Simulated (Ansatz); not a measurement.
Crystal: Bi2Se3 (Paraguanajuatite).

```
CELL_PARAMETERS angstrom
2.07150 1.19598 9.54533
-2.07150 1.19598 9.54533
0.00000 -2.39196 9.54533
ATOMIC_POSITIONS crystal
Bi 0.59920 0.59920 0.59920
Bi 0.40080 0.40080 0.40080
Se 0.78830 0.78830 0.78830
Se 0.21170 0.21170 0.21170
Se 0.00000 0.00000 0.00000
```

Base run:

* Program: Ansatz 0.2.0
* Functional: PBEsol
* Potentials or basis: Ansatz PAW
* Cutoff: 420 eV (not typed: the program's choice for these potentials)
* k mesh: 8 × 8 × 8
* Occupations: fermi-dirac, width 0.05 eV
* Spin: no spin polarisation

Its results: band gap on the k mesh 0.14 eV, direct; pressure -0.3 GPa; largest force 0.154 eV/Å.

Q: The run is repeated on the same cell with these changes: functional from PBEsol to revPBE. What comes out?

A: Band gap on the k mesh 0.27 eV, direct; pressure 3.8 GPa; largest force 0.161 eV/Å.

revPBE binds less tightly than PBEsol, so the same cell stands under more pressure.

Caveats: spin-orbit coupling is left out, which as a rule narrows the gap of such compounds by several tenths of an eV; the PAW data sets come from PBE, with cores solved anew for the run's functional, which leaves a small shift of forces and pressure; the density of states is complete only up to the lowest level of the last band computed.

A k mesh can miss the band edges.
